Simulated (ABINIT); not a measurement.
# GaN (P6_3mc) in ABINIT: a series of runs, part 2 of 2

ABINIT 10.8.3 (patched build). The steps go on from the part before.

## Step 3: Single point, PBE

run.abi

```
# Pseudopotentials
pp_dirpath "./"
pseudos "Ga.GGA_PBE-JTH.xml, N.GGA_PBE-JTH.xml"

# Structure
acell 3*1.0 Angstrom
rprim
     3.2115377864     0.0000000000     0.0000000000
    -1.6057688932     2.7812733083     0.0000000000
     0.0000000000     0.0000000000    10.3568400000
ntypat 2
znucl 31 7
natom 8
typat 1 1 1 1 2 2 2 2
xred
     0.0000000000     0.0000000000     0.7858680000
     0.6666666667     0.3333333333     0.0373490000
     0.3333333333     0.6666666667     0.5373490000
     0.0000000000     0.0000000000     0.2858680000
     0.0000000000     0.0000000000     0.0930380000
     0.6666666667     0.3333333333     0.3437450000
     0.0000000000     0.0000000000     0.5930380000
     0.3333333333     0.6666666667     0.8437450000

# Plane-wave basis
ecut 26.0
pawecutdg 48.0

# k points
kptopt 1
ngkpt 8 8 2
nshiftk 1
shiftk 0.0 0.0 0.0

# Exchange and correlation
ixc 11

# Bands and occupations
nband 44
occopt 3
tsmear 0.05 eV

# SCF cycle
nstep 100
tolvrs 1.0e-9

# Output
iomode 3
prtwf 0
prtden 0
prteig 0
prtebands 0
enunit 2
prtvol 2
```

Potentials or basis: JTH PAW PBE v2.0.

Launch:

```sh
$ abinit run.abi > log 2>&1
```

run.abo:

```text
.Version 10.8.3 of ABINIT
 Symmetries : space group P6_3 m c (#186); Bravais hP (primitive hexag.)
================================================================================
 Values of the parameters that define the memory need of the present run
     intxc =       0    ionmov =       0      iscf =      17    lmnmax =      18
     lnmax =       6     mgfft =      90  mpssoang =       3    mqgrid =    6104
     natom =       8  nloc_mem =       2    nspden =       1   nspinor =       1
    nsppol =       1      nsym =      12    n1xccc =       1    ntypat =       2
    occopt =       3   xclevel =       2
       mpw =        3975          nfft =       81000          nkpt =          20
 PAW method is used; the additional fine FFT grid is defined by:
   mgfftf=       125    nfftf =    200000
================================================================================
================================================================================

--------------------------------------------------------------------------------
[... 893 lines left out ...]
                      -1.6057688932E+00  2.7812733083E+00  0.0000000000E+00
                       0.0000000000E+00  0.0000000000E+00  1.0356840000E+01
           strten      7.2829516753E-05  7.2829515842E-05 -1.7249957869E-04
                       0.0000000000E+00  0.0000000000E+00  0.0000000000E+00
           xangst      0.0000000000E+00  0.0000000000E+00  8.1391091371E+00
                       1.6057688932E+00  9.2709110277E-01  3.8681761716E-01
                      -2.9442727588E-16  1.8541822055E+00  5.5652376172E+00
                       0.0000000000E+00  0.0000000000E+00  2.9606891371E+00
                       0.0000000000E+00  0.0000000000E+00  9.6357967992E-01
                       1.6057688932E+00  9.2709110277E-01  3.5601119658E+00
                       0.0000000000E+00  0.0000000000E+00  6.1419996799E+00
                      -2.9442727588E-16  1.8541822055E+00  8.7385319658E+00
             xred      0.0000000000E+00  0.0000000000E+00  7.8586800000E-01
                       6.6666666667E-01  3.3333333333E-01  3.7349000000E-02
                       3.3333333333E-01  6.6666666667E-01  5.3734900000E-01
                       0.0000000000E+00  0.0000000000E+00  2.8586800000E-01
                       0.0000000000E+00  0.0000000000E+00  9.3038000000E-02
                       6.6666666667E-01  3.3333333333E-01  3.4374500000E-01
                       0.0000000000E+00  0.0000000000E+00  5.9303800000E-01
                       3.3333333333E-01  6.6666666667E-01  8.4374500000E-01
 Calculation completed.
```

Wall time 8.3 min (1 thread of Intel Xeon at 2.50GHz (Skylake/Cascade Lake), shared host); peak memory 0.24 GiB.

Results:

```
Free energy                                           : -9700.1327 eV
Pressure                                              : 0.3 GPa
Largest force                                         : 0.355 eV/Å
Band gap on the k mesh                                : 0.81 eV, direct
Valence electrons inside the program's atomic spheres : Ga 11.15, 11.06, 11.16; N 2.57, 2.54, 2.55, 2.53
```

Forces in eV/Å, atoms in the order of the input:
```
Ga   0.000  0.000  0.014
Ga   0.000  0.000 -0.162
Ga   0.000  0.000 -0.162
Ga   0.000  0.000  0.014
N    0.000  0.000 -0.207
N    0.000  0.000  0.355
N    0.000  0.000 -0.207
N    0.000  0.000  0.355
```

## Step 4: Single point, PBEsol

Changes to run.abi since step 3:

```diff
@@ -5,7 +5,7 @@
 # Structure
-acell 3*1.0 Angstrom
+acell 6.0689268552 6.0689268553 19.5715911166
 rprim
-     3.2115377864     0.0000000000     0.0000000000
-    -1.6057688932     2.7812733083     0.0000000000
-     0.0000000000     0.0000000000    10.3568400000
+     1.0000000000     0.0000000000     0.0000000000
+    -0.5000000000     0.8660254038     0.0000000000
+     0.0000000000     0.0000000000     1.0000000000
 ntypat 2
@@ -30,3 +30,3 @@
 kptopt 1
-ngkpt 8 8 2
+ngkpt 6 6 2
 nshiftk 1
@@ -35,3 +35,3 @@
 # Exchange and correlation
-ixc 11
+ixc -116133
 
@@ -49,6 +49,7 @@
 prtwf 0
-prtden 0
 prteig 0
 prtebands 0
-enunit 2
-prtvol 2
+prtden 1
+prtvha 1
+prtvclmb 1
+prtpot 1
```

Launch:

```sh
$ abinit run.abi > log 2>&1
```

Wall time 6.4 min (1 thread of Intel Xeon at 2.50GHz (Skylake/Cascade Lake), shared host); peak memory 0.24 GiB.

It converged, with:

| Item | Value |
| --- | --- |
| Free energy | -9694.9951 eV |
| Pressure | -5.6 GPa |
| Largest force | 0.274 eV/Å |
| Band gap on the k mesh | 0.77 eV, direct |
| Valence electrons inside the program's atomic spheres | Ga 11.16, 11.06, 11.17; N 2.55, 2.52, 2.54 |

Forces on the atoms (eV/Å):
```
Ga   0.000  0.000  0.014
Ga   0.000  0.000 -0.075
Ga   0.000  0.000 -0.075
Ga   0.000  0.000  0.014
N    0.000  0.000 -0.212
N    0.000  0.000  0.274
N    0.000  0.000 -0.212
N    0.000  0.000  0.274
```

Stress tensor (GPa, compression positive):
```
-8.29  0.00  0.00
 0.00 -8.29  0.00
 0.00  0.00 -0.28
```

Levels at points of the mesh, in eV from the valence-band top:
```
           k point  band 34  band 35  band 36  band 37  band 38  band 39
(0.00, 0.00, 0.00)    -0.55    -0.55     0.00     0.77     3.28     3.43
(0.50, 0.00, 0.00)    -1.96    -1.53    -0.77     1.86     2.36     4.60
(0.00, 0.00, 0.50)    -0.56    -0.56    -0.56     2.23     2.23     3.54
(0.50, 0.00, 0.50)    -1.79    -1.43    -1.43     2.41     2.41     4.38
```

Caveat: the PAW data sets were made with another functional, which shifts forces and pressure a little.

## Step 5: The runs side by side

```tsv
level	potentials or basis	k mesh	cutoff (eV)	fine-grid cutoff	gap on the mesh (eV)	pressure (GPa)	largest force (eV/Å)
LDA	JTH PAW LDA v2.0	6 × 6 × 2	680	1278.94 eV	0.82	-	0.23
PBE	JTH PAW PBE v2.0	8 × 8 × 2	707	1306.15 eV	0.81	0.3	0.35
PBEsol	JTH PAW PBE v2.0	6 × 6 × 2	707	1306.15 eV	0.77	-5.6	0.27
```

Alike in all rows: task single point; no spin polarisation; cell as given; smearing fermi-dirac 0.05 eV.

Caveats: the PAW data sets were made with another functional, which shifts forces and pressure a little (some runs).

Total energies depend on the potentials used, so only differences within one code and one set of settings carry meaning.

## Step 6: Comparison with measurements

Step 2. Against the measured gap of GaN, 3.503 eV (direct; quoted in “Studying electronic properties in GaN without electrical contacts using γ-γ vs e−-γ Perturbed Angular Correlations”, 2019, pmc:6823545), the calculated 0.82 eV is off by -2.69 eV. So large a miss can be the level of theory's own, or it may mean another phase, state or a wrong row. Spin-orbit coupling on Ga is left out. The value is that of LDA, without temperature or zero-point motion. Semilocal functionals fall short of measured gaps as a rule. The cell is a database's relaxed one, not the measured one, which moves gaps too.

Step 3. Against the measured gap of GaN, 3.503 eV (direct; quoted in “Studying electronic properties in GaN without electrical contacts using γ-γ vs e−-γ Perturbed Angular Correlations”, 2019, pmc:6823545), the calculated 0.81 eV is off by -2.69 eV. So large a miss can be the level of theory's own, or it may mean another phase, state or a wrong row. Spin-orbit coupling on Ga is left out. The value is that of PBE, without temperature or zero-point motion. Semilocal functionals fall short of measured gaps as a rule. The cell is a database's relaxed one, not the measured one, which moves gaps too.

Step 4. A measured gap of GaN is 3.503 eV (direct; quoted in “Studying electronic properties in GaN without electrical contacts using γ-γ vs e−-γ Perturbed Angular Correlations”, 2019, pmc:6823545); the calculated 0.77 eV misses it by -2.73 eV. So large a miss can be the level of theory's own, or it may mean another phase, state or a wrong row. Spin-orbit coupling on Ga is left out. The value is that of PBEsol, without temperature or zero-point motion. Semilocal functionals fall short of measured gaps as a rule. The cell is a database's relaxed one, not the measured one, which moves gaps too.
